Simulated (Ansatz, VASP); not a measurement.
**CaSe: VASP beside Ansatz**

```
CELL_PARAMETERS angstrom
0.00000 2.97937 2.97937
2.97937 0.00000 2.97937
2.97937 2.97937 0.00000
ATOMIC_POSITIONS crystal
Ca 0.00000 0.00000 0.00000
Se 0.50000 0.50000 0.50000
```

Alike in both runs: functional PBE; k mesh 8 × 8 × 8; occupations gaussian, width 0.02 eV; no spin polarisation.

Ansatz relaxed the structure, and its values are those at the end. VASP's run is a single point on that final structure, the one shown.

```csv
,VASP,Ansatz
version,VASP 6.6.1,Ansatz 0.2.0
potentials or method,"VASP PAW PBE potentials, release 64 (Ca_sv, Se)","scalar-relativistic, plane waves, PAW"
plane-wave cutoff (eV),520,420
valence electrons in the cell,16,26
```

Ansatz gave:

```
gap on the k mesh at the Fermi level (eV) : 2.08
least direct gap on the mesh (eV)         : 3.00
pressure (GPa)                            : 0.0
```

Q: Which values does VASP return?

A: gap on the k mesh at the Fermi level (eV): 2.07; least direct gap on the mesh (eV): 2.99; pressure (GPa): 0.1.

The two sets of potentials don't hold the same shells in valence.

A k mesh can miss the band edges. PBE gaps usually lie below the measured ones, often by a third to a half.
